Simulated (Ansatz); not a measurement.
# C (P6_3/mmc) in Ansatz: settings compared

Aim: see how the results for C move with the level of theory and the settings. Levels: r2SCAN, PBE. Tasks: relaxation of cell and atoms, single point.

The COD entry that gives the cell may itself be a prediction, so a difference from it is no test against experiment.

Everything below comes from runs of Ansatz 0.2.0. Logs are shortened: lines on timing, memory, paths and dates and some standing lists are left out, and cuts for length are marked.

## Step 1: The crystal as given

Symmetry: P6_3/mmc, No. 194, hexagonal system. The conventional cell has a = 2.522 Å, b = 2.522 Å, c = 12.356 Å, α = 90.00°, β = 90.00°, γ = 120.00°. C (site symmetry 3m) has 4 C at 1.54 Å as nearest neighbours. Around C (site symmetry 3m) lie 4 C at 1.54 Å. C (site symmetry 3m) is surrounded by 4 C at 1.54 Å.

This is a hexagonal form of diamond, not graphite.

## Step 2: Relaxation of cell and atoms, r2SCAN

File input.yaml:

```yaml
crystal:
  lattice:
    - [2.5221, 0.0, 0.0]
    - [-1.26105, 2.1842026709, 0.0]
    - [0.0, 0.0, 12.3557]
  atoms:
    - { symbol: C, position: [0.6666666667, 0.3333333333, 0.35417] }
    - { symbol: C, position: [0.3333333333, 0.6666666667, 0.85417] }
    - { symbol: C, position: [0.6666666667, 0.3333333333, 0.14583] }
    - { symbol: C, position: [0.3333333333, 0.6666666667, 0.64583] }
    - { symbol: C, position: [0.6666666667, 0.3333333333, 0.47917] }
    - { symbol: C, position: [0.3333333333, 0.6666666667, 0.97917] }
    - { symbol: C, position: [0.6666666667, 0.3333333333, 0.02083] }
    - { symbol: C, position: [0.3333333333, 0.6666666667, 0.52083] }
    - { symbol: C, position: [0.0, 0.0, 0.8125] }
    - { symbol: C, position: [0.0, 0.0, 0.3125] }
    - { symbol: C, position: [0.0, 0.0, 0.6875] }
    - { symbol: C, position: [0.0, 0.0, 0.1875] }
hamiltonian:
  xc: r2scan
  pseudopotentials: { kind: paw }
kpoints:
  mp_grid: { grid: [12, 12, 3] }
scf:
  occupations: { method: fermi_dirac, width: 0.05 }
output:
  forces: true
  stress: true
relax:
  f_tol: 0.01
  max_steps: 40
  cell: { stress_tol: 0.05 }
```

Potentials or basis: Ansatz PAW.

Command:

```
$ ansatz run input.yaml --threads 2 --pin off --max-ram 5120MiB --backend cpu --events-out ev --progress --plain --runs-dir out
```

What it wrote:

```text
Warning: RAYON_NUM_THREADS=2 ignored (pool sized by the plan → 2); use --threads N
Engine: ansatz 0.2.0, aarch64-unknown-linux-gnu
Pseudopotentials: kind: paw
Pseudopotential: C, paw, valence charge 4, recommended cutoff 500 eV (meta_gga), C.paw.azcp
Functional definition: r2SCAN
  parameter k0 = 0.174
  parameter k1 = 0.065
  parameter a1 = 4.9479
  exchange = r2scan_x(k0 = k0, k1 = k1, a1 = a1)
  correlation = r2scan_c
Crystal: 12 atoms, lattice volume = 68.065 Å³
Basis set: ecut = 500 eV, 1719 PW (Γ), exchange–correlation on 80×80×384 points (64 copies of the dense FFT grid, shifted against one another)
Bands: 36, of which v1, the nominal top of the filled ones, is band 24 counted from 1 (23 counted from 0)
Symmetry: 24 space group operations
Space group: P63/mmc (ITA 194), of the structure as read, at distance tolerance 4.1e-5 Å
k-points: 38 of 432
Non-local potential: C, projectors of the file, l = 0: 2, l = 1: 2, l = 2: 1
PAW form: soft (Blöchl's): semilocal exchange-correlation on the pseudo side does not see the compensation charge
PAW frozen core: C, regenerated for the run's functional (the file was generated under x = pbe(κ = 0.804, μ = 0.2195149727645171), c = pbe(β = 0.06672455060314922))
PAW one-centre angular grid: C, 302 points (default); XC on 239 of its mesh's 2573 points in the sphere
Initial density: superposition of atomic densities (neutral atoms: chi_scale 0, normalization atom), corrected by the library's trained network
Initial wavefunctions: pseudopotential atomic-orbital guess
Functional: x = r2scan, c = r2scan; τ floored in thin density (d = 2e-4 eV/Å³)
SCF iter   1: F=—  HF=-3018.228953 eV  |F-HF|=—  |Δ(HF+E_count)|=         —  Δρ=9.37e-3  dr2=1.91e-2  dr2_τ=2.28e0  ethr=1.77e-3  ⟨swp⟩=6.2  Hψ=6573  notcnv=0  defer=24
preconditioner: auto → none  [insulator: Δε(μ)=4.548 eV  Ē_g=18.022 eV  σ=0.050 eV  W_gap=1.00  n_scr=10 (ndim 8)  ℏωp=31.2 eV  f_vac=0.000  D(μ)=0.00/eV (n_scr^D=0)  ε∞_Penn≈4.0]
SCF iter   2: F=—  HF=-3018.565122 eV  |F-HF|=—  |Δ(HF+E_count)|=   3.36e-1  Δρ=5.79e-3  dr2=7.04e-3  dr2_τ=3.97e-4  ethr=3.98e-5  ⟨swp⟩=2.1  Hψ=2822  notcnv=0  defer=223
SCF iter   3: F=—  HF=-3018.568072 eV  |F-HF|=—  |Δ(HF+E_count)|=   2.95e-3  Δρ=2.17e-3  dr2=1.08e-2  dr2_τ=3.85e-4  ethr=1.47e-5  ⟨swp⟩=2.4  Hψ=2363  notcnv=0  defer=109
automatic band count: iteration 3 solves 33 bands in place of 36: the levels show a gap, and the empty bands left out lie too high to hold charge; the band table lists the bands solved (type scf.n_extra_bands for more)
SCF iter   4: F=—  HF=-3018.565222 eV  |F-HF|=—  |Δ(HF+E_count)|=   2.85e-3  Δρ=6.40e-4  dr2=1.31e-4  dr2_τ=1.91e-5  ethr=1.47e-5  ⟨swp⟩=2.1  Hψ=2003  notcnv=0  defer=109
SCF iter   5: F=—  HF=-3018.565219 eV  |F-HF|=—  |Δ(HF+E_count)|=   2.20e-6  Δρ=8.81e-5  dr2=2.57e-6  dr2_τ=2.99e-7  ethr=2.73e-7  ⟨swp⟩=2.2  Hψ=1886  notcnv=0  defer=109
SCF iter   6: F=—  HF=-3018.565228 eV  |F-HF|=—  |Δ(HF+E_count)|=   8.93e-6  Δρ=3.20e-5  dr2=2.83e-7  dr2_τ=4.89e-8  ethr=5.35e-9  ⟨swp⟩=2.0  Hψ=2090  notcnv=0  defer=109
SCF iter   7: F=-3018.565228 eV  HF=-3018.565228 eV  |F-HF|=6.20e-9  |Δ(HF+E_count)|=   3.51e-8  Δρ=5.57e-6  dr2=5.73e-9  dr2_τ=1.45e-9  ethr=2.08e-10  ⟨swp⟩=4.7  Hψ=4185  notcnv=0
SCF 1 converged in 7 iterations: F = -3018.565228 eV  dr2 = 5.73e-9
relax step   1: F+E_penalty+E_count = -3018.56522835 eV  Δ(F+E_penalty+E_count) = +0.000e0 eV  max|allowed force component| = 3.429e-1 eV/Å  Δτ_max = 0.0000 Å  P = -2.109 GPa  Ω = 68.065 Å³  (7 SCF iters, dr2 threshold 1.00e-7 eV, accepted)
Crystal: 12 atoms, lattice volume = 67.858 Å³
Initial density: handed on by an earlier stage of this run
Initial wavefunctions: those handed on with the density
iter 1 solved again at ethr=9.05e-6 eV; its pass at ethr=3.10e-3 eV (dr2=4.35e-3 eV) is discarded
[... 44 lines left out ...]
SCF converged after 4 iterations
Free energy (F): -3018.587614 eV
Harris-Foulkes:  -3018.587614 eV  (|F-HF|=1.46e-11)
Internal energy: -3018.587614 eV  (E = F + TS)
E sigma→0 (E₀):  -3018.587614 eV
Fermi energy:    15.773654 eV
--- Per-component energies (eV) ---
  E_band       = 184.205283
  E_kinetic    = 1106.787047
  E_local      = -726.834144  (includes V_loc(G=0)·N_el)
  E_nonlocal   = 315.552651
  E_hartree    = 160.651944
  E_xc         = -575.728614
  E_vxc        = -795.600810  (∫ρ·V_xc dr)
  E_paw        = -1208.759159  (= ΣΔE_a)
  E_vpaw       = -78.985091  (= ΣTr[D̂ρ^β])
  E_aug_tail   = 0.000051  (compensation charges beyond the density's cutoff)
  E_vtau       = 41.981645  (kinetic-family band-sum trace: ∫τ·v_τ [+ j·A + Jᵃ·Aᵃ] dr)
  E_ewald      = -2089.960105
  E_core_change = -0.297285  (= ΣΔE_core)
  E_smearing   = -0.000000  (= −TS)
  E_closure    = 0.000000  (closes the sum)
  Σ components = -3018.587614   (vs F -3018.587614, Δ=0.00e0)
--- Forces (eV/Å), atoms counted from 1 ---
  atom   1  C     -0.00000000    -0.00000000    -0.00223495
  atom   2  C     -0.00000000     0.00000000    -0.00223495
  atom   3  C     -0.00000000    -0.00000000     0.00223495
  atom   4  C     -0.00000000     0.00000000     0.00223495
  atom   5  C      0.00000000     0.00000000     0.00277832
  atom   6  C     -0.00000000    -0.00000000     0.00277832
  atom   7  C      0.00000000     0.00000000    -0.00277832
  atom   8  C     -0.00000000    -0.00000000    -0.00277832
  atom   9  C     -0.00000000    -0.00000000    -0.00197317
  atom  10  C      0.00000000     0.00000000    -0.00197317
  atom  11  C     -0.00000000    -0.00000000     0.00197317
  atom  12  C      0.00000000     0.00000000     0.00197317
  max |Σ_I F_I| component: 1.30e-16 eV/Å
--- Stress (GPa, compression-positive) ---
       -0.018261       0.000000       0.000000
       -0.000000      -0.018261       0.000000
        0.000000       0.000000      -0.018830
  P = ⅓ Tr σ = -0.0185 GPa (-0.185 kbar)
--- Relaxed structure (4 steps of the walk, 4 accepted, 1 SCFs on fresh bases) ---
  F+E_penalty+E_count = -3018.58761360 eV   max|allowed force component| = 2.778e-3 eV/Å   (the final SCF, on the basis selected at the relaxed cell)
  cell:  # Å, volume = 67.7388 Å³
    - [2.5123841555791837, 0.0, 0.0]
    - [-1.2561920777895919, 2.1757885027970882, 0.0]
    - [0.0, 0.0, 12.391804198228138]
  atoms:
    - { symbol: C, position: [0.6666666666666666, 0.3333333333333333, 0.3549449553900593] }
    - { symbol: C, position: [0.3333333333333333, 0.6666666666666666, 0.8549449553900594] }
    - { symbol: C, position: [0.6666666666666666, 0.3333333333333333, 0.14505504460994068] }
    - { symbol: C, position: [0.3333333333333333, 0.6666666666666666, 0.6450550446099407] }
    - { symbol: C, position: [0.6666666666666666, 0.3333333333333333, 0.4792357441171495] }
    - { symbol: C, position: [0.3333333333333333, 0.6666666666666666, 0.9792357441171494] }
    - { symbol: C, position: [0.6666666666666666, 0.3333333333333333, 0.020764255882850535] }
    - { symbol: C, position: [0.3333333333333333, 0.6666666666666666, 0.5207642558828506] }
    - { symbol: C, position: [-9.500983547570012e-35, 7.215535700399275e-34, 0.8131715724395757] }
    - { symbol: C, position: [-1.2349042106697015e-34, -8.435601883324532e-34, 0.3131715724395756] }
    - { symbol: C, position: [7.861491365676869e-36, 9.272962237226815e-34, 0.6868284275604243] }
    - { symbol: C, position: [-1.2519551924334323e-34, -8.215163325807295e-34, 0.18682842756042442] }
```

Run time: 17 s. Hardware: 2 threads of Arm Neoverse V2, shared host; peak memory 0.56 GiB.

What came out:

```yaml
Free_energy: -3018.5876 eV
Relaxed_volume: 5.64 Å³/atom
Relaxed_cell: a = 2.512 Å, b = 2.512 Å, c = 12.392 Å, α = 90.00°, β = 90.00°, γ = 120.00°
Space_group_after_relaxing_to_0.05_Å: P6_3/mmc (No. 194)
Energy_gained_by_relaxing: 1.9 meV/atom
Ionic_steps: 5
Pressure_after_relaxing: 0.0 GPa
Band_gap_on_the_k_mesh: 4.69 eV
```

Forces on the atoms (eV/Å):
```
C    0.000  0.000 -0.002
C    0.000  0.000 -0.002
C    0.000  0.000  0.002
C    0.000  0.000  0.002
C    0.000  0.000  0.003
C    0.000  0.000  0.003
C    0.000  0.000 -0.003
C    0.000  0.000 -0.003
C    0.000  0.000 -0.002
C    0.000  0.000 -0.002
C    0.000  0.000  0.002
C    0.000  0.000  0.002
```

Step by step:
| step | energy change (eV) | largest force (eV/Å) | volume (Å³) |
| --- | --- | --- | --- |
| 1 | 0.0000 | 0.3429 | 68.06 |
| 2 | -0.0166 | 0.3643 | 67.86 |
| 3 | -0.0213 | 0.1864 | 67.79 |
| 4 | -0.0226 | 0.0028 | 67.74 |
| 5 | -0.0224 | 0.0028 | 67.74 |

Final structure:
```
C
1.0
     2.51238    0.00000    0.00000
    -1.25619    2.17579    0.00000
     0.00000    0.00000   12.39180
C
12
Direct
  0.66667 0.33333 0.35494
  0.33333 0.66667 0.85494
  0.66667 0.33333 0.14506
  0.33333 0.66667 0.64506
  0.66667 0.33333 0.47924
  0.33333 0.66667 0.97924
  0.66667 0.33333 0.02076
  0.33333 0.66667 0.52076
  0.00000 0.00000 0.81317
  0.00000 0.00000 0.31317
  0.00000 0.00000 0.68683
  0.00000 0.00000 0.18683
```

Caveat: odd divisions of the mesh miss points on the zone boundary, where band edges often lie, so the gap on the mesh can be too wide; the plane-wave basis is chosen anew once the cell has moved, so the energies of steps on either side of that aren't comparable; the PAW data sets come from PBE, with cores solved anew for the run's functional, which leaves a small shift of forces and pressure. r2SCAN opens gaps a little over a GGA but as a rule still falls short of measured ones.

## Step 3: Single point, PBE

Changes to input.yaml since step 2:

```diff
@@ -19,6 +19,6 @@
 hamiltonian:
-  xc: r2scan
+  xc: pbe
   pseudopotentials: { kind: paw }
 kpoints:
-  mp_grid: { grid: [12, 12, 3] }
+  mp_grid: { grid: [9, 9, 2] }
 scf:
@@ -28,5 +28,2 @@
   stress: true
-relax:
-  f_tol: 0.01
-  max_steps: 40
-  cell: { stress_tol: 0.05 }
+  eigenvalues: true
```

Potentials or basis: Ansatz PAW.

Command:

```
$ ansatz run input.yaml --threads 2 --pin off --max-ram 5120MiB --backend cpu --events-out ev --progress --plain --runs-dir out
```

What it wrote:

```text
Warning: RAYON_NUM_THREADS=2 ignored (pool sized by the plan → 2); use --threads N
[... 2 set-up lines as earlier in the session ...]
Pseudopotential: C, paw, valence charge 4, recommended cutoff 420 eV (normal), C.paw.azcp
Functional definition: PBE
  parameter kappa = 0.804
  parameter beta = 0.06672455060314922
  exchange = pbe_x(kappa = kappa, mu = beta*pi^2/3)
  correlation = pbe_c(beta = beta)
Crystal: 12 atoms, lattice volume = 68.065 Å³
Basis set: ecut = 420 eV, 1355 PW (Γ), exchange–correlation on 36×36×180 points (8 copies of the dense FFT grid, shifted against one another)
Bands: 36, of which v1, the nominal top of the filled ones, is band 24 counted from 1 (23 counted from 0)
[... 2 set-up lines as earlier in the session ...]
k-points: 24 of 162
[... 29 lines left out ...]
  E_xc         = -584.640423
  E_vxc        = -725.814365  (∫ρ·V_xc dr)
  E_paw        = -1190.630745  (= ΣΔE_a)
  E_vpaw       = -79.913259  (= ΣTr[D̂ρ^β])
  E_aug_tail   = 0.000106  (compensation charges beyond the density's cutoff)
  E_ewald      = -2086.722438
  E_smearing   = -0.000000  (= −TS)
  E_closure    = 0.000000  (closes the sum)
  Σ components = -3009.603033   (vs F -3009.603033, Δ=0.00e0)
--- Forces (eV/Å), atoms counted from 1 ---
  atom   1  C      0.00000000    -0.00000000     0.31021414
  atom   2  C      0.00000000     0.00000000     0.31021414
  atom   3  C      0.00000000    -0.00000000    -0.31021414
  atom   4  C      0.00000000     0.00000000    -0.31021414
  atom   5  C      0.00000000     0.00000000    -0.02667287
  atom   6  C     -0.00000000    -0.00000000    -0.02667287
  atom   7  C      0.00000000     0.00000000     0.02667287
  atom   8  C     -0.00000000    -0.00000000     0.02667287
  atom   9  C     -0.00000000    -0.00000000     0.33088028
  atom  10  C     -0.00000000     0.00000000     0.33088028
  atom  11  C      0.00000000    -0.00000000    -0.33088028
  atom  12  C      0.00000000     0.00000000    -0.33088028
  max |Σ_I F_I| component: 1.20e-16 eV/Å
--- Stress (GPa, compression-positive) ---
       -0.637009       0.000000       0.000000
        0.000000      -0.637009       0.000000
        0.000000       0.000000       7.508527
  P = ⅓ Tr σ = 2.0782 GPa (20.782 kbar)
--- Band table (eV; the first three rows and the last of 24) ---
  k-point 0: bands = ["-8.1720", "-7.4268", "-7.3817", "-5.1621", "-5.1393", "-2.3717", "-0.0760", "3.9328", "3.9758", "9.5362", "9.6119", "10.4420", "10.4420", "10.8914", "10.8914", "11.0473", "11.0473", "12.2776", "12.2776", "12.4203", "12.4203", "13.2571", "13.4077", "13.4077", "18.7129", "18.7129", "19.0775", "19.7853", "19.7853", "20.2937", "20.2937", "20.3745", "20.9200"]
  k-point 1: bands = ["-7.9797", "-7.9797", "-6.4542", "-6.4542", "-3.5663", "-3.5663", "1.4361", "1.4361", "6.7411", "6.7411", "10.5733", "10.5733", "10.5733", "10.5733", "11.5884", "11.5884", "11.5884", "11.5884", "12.0734", "12.0734", "13.0773", "13.0773", "13.0773", "13.0773", "19.1084", "19.1084", "19.1084", "19.1084", "19.6841", "19.6841", "20.9491", "20.9491", "20.9491"]
  k-point 2: bands = ["-7.8689", "-7.1263", "-7.0802", "-4.8702", "-4.8463", "-2.1025", "0.2014", "4.1448", "4.1894", "8.9934", "9.3748", "9.5119", "9.6658", "9.7165", "9.8096", "10.3390", "10.4405", "11.0047", "11.2093", "11.8331", "11.9179", "12.2184", "12.8097", "12.9610", "18.7648", "19.3754", "19.4102", "19.6493", "20.1309", "20.5509", "20.9320", "21.0667", "21.2849"]
  k-point 23: bands = ["-0.9549", "-0.9549", "-0.7022", "-0.7022", "-0.4358", "-0.4358", "1.5841", "1.5841", "1.9221", "1.9221", "2.4649", "2.4649", "4.0544", "4.0544", "4.6903", "4.6903", "5.1717", "5.1717", "7.6080", "7.6080", "8.0848", "8.0848", "8.6359", "8.6359", "19.2503", "19.2503", "20.5269", "20.5269", "21.6746", "21.6746", "25.0055", "25.0055", "25.1817"]
```

Wall time 1.2 s (2 threads of Arm Neoverse V2, shared host); peak memory 0.34 GiB.

Results:

| Quantity | Value |
| --- | --- |
| Free energy | -3009.6030 eV |
| Pressure | 2.1 GPa |
| Largest force | 0.331 eV/Å |
| Band gap on the k mesh | 4.39 eV, indirect (least direct gap 5.31 eV) |

Forces in eV/Å, atoms in the order of the input:
```
C    0.000  0.000  0.310
C    0.000  0.000  0.310
C    0.000  0.000 -0.310
C    0.000  0.000 -0.310
C    0.000  0.000 -0.027
C    0.000  0.000 -0.027
C    0.000  0.000  0.027
C    0.000  0.000  0.027
C    0.000  0.000  0.331
C    0.000  0.000  0.331
C    0.000  0.000 -0.331
C    0.000  0.000 -0.331
```

Stress tensor (GPa, compression positive):
```
-0.64  0.00  0.00
 0.00 -0.64  0.00
 0.00  0.00  7.51
```

Levels at points of the mesh, in eV from the valence-band top:
```
            k point  band 21  band 22  band 23  band 24  band 25  band 26  band 27  band 28
 (0.00, 0.00, 0.00)    -0.99    -0.15     0.00     0.00     5.31     5.31     5.67     6.38
(0.00, 0.00, -0.50)    -0.33    -0.33    -0.33    -0.33     5.70     5.70     5.70     5.70
```

Caveat: odd divisions of the mesh miss points on the zone boundary, where band edges often lie, so the gap on the mesh can be too wide; the pressure holds a Pulay correction of +1.0 GPa for the finite cutoff. A k mesh can miss the band edges.
